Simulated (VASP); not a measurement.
**From VASP inputs to Ansatz: MgS (rocksalt)**

INCAR

```
LASPH = .TRUE.
ISIF = 2
ISMEAR = -1
SIGMA = 0.02
LWAVE = .FALSE.
ENCUT = 520
IBRION = -1
NELM = 120
GGA = PE
NBANDS = 11
EDIFF = 1E-7
LREAL = .FALSE.
LCHARG = .FALSE.
NSW = 0
PREC = Accurate
```

KPOINTS

```
KPOINTS created by Atomic Simulation Environment
0
Gamma
8 8 8
0 0 0
```

KPOINTS_OPT

```
special points
6
Reciprocal
0.0000000000 0.0000000000 0.0000000000 1
0.5000000000 0.0000000000 0.5000000000 1
0.5000000000 0.2500000000 0.7500000000 1
0.3750000000 0.3750000000 0.7500000000 1
0.5000000000 0.5000000000 0.5000000000 1
0.6250000000 0.2500000000 0.6250000000 1
```

POSCAR

```
Mg S
 1.0000000000000000
     0.0000000000000000    2.6015179371121850    2.6015179371121850
     2.6015179371121850   -0.0000000000000000    2.6015179371121850
     2.6015179371121850    2.6015179371121850   -0.0000000000000000
 Mg  S
   1   1
Cartesian
 -0.0000000000000000 -0.0000000000000000  0.0000000000000000
  2.6015179371121850  2.6015179371121850  2.6015179371121850
```

VASP ran with the recommended PBE PAW datasets (8 valence electrons in the cell).

**Question.** Write an Ansatz input for this cell and level of theory.

**Answer.** 

```yaml
crystal:
  lattice:
    - [0.0, 2.6015179371, 2.6015179371]
    - [2.6015179371, 0.0, 2.6015179371]
    - [2.6015179371, 2.6015179371, 0.0]
  atoms:
    - { symbol: Mg, position: [0.0, 0.0, 0.0] }
    - { symbol: S, position: [0.5, 0.5, 0.5] }
kpoints:
  mp_grid: { grid: [8, 8, 8] }
  band_path:
    path:
      - [[0.0, 0.0, 0.0], [0.5, 0.0, 0.5], [0.5, 0.25, 0.75], [0.375, 0.375, 0.75], [0.0, 0.0, 0.0], [0.5, 0.5, 0.5], [0.625, 0.25, 0.625], [0.5, 0.25, 0.75], [0.5, 0.5, 0.5], [0.375, 0.375, 0.75]]
      - [[0.625, 0.25, 0.625], [0.5, 0.0, 0.5]]
    npoints: 10
hamiltonian:
  xc: pbe
scf:
  occupations: { method: fermi_dirac, width: 0.02 }
  n_extra_bands: 4
output:
  forces: true
  stress: true
  eigenvalues: true
```

Other inputs would serve too.

```csv
,VASP,Ansatz
gap between bands v and c,2.78 eV,2.79 eV
least direct gap,3.71 eV,3.72 eV
pressure,0.9 GPa,1.2 GPa
```

Datasets and cutoffs are each program's own. VASP's cell holds 8 valence electrons and Ansatz's 16. Ansatz's stress includes a Pulay correction; VASP's doesn't. Ansatz solved a whole band path, VASP its corner points and band edges.
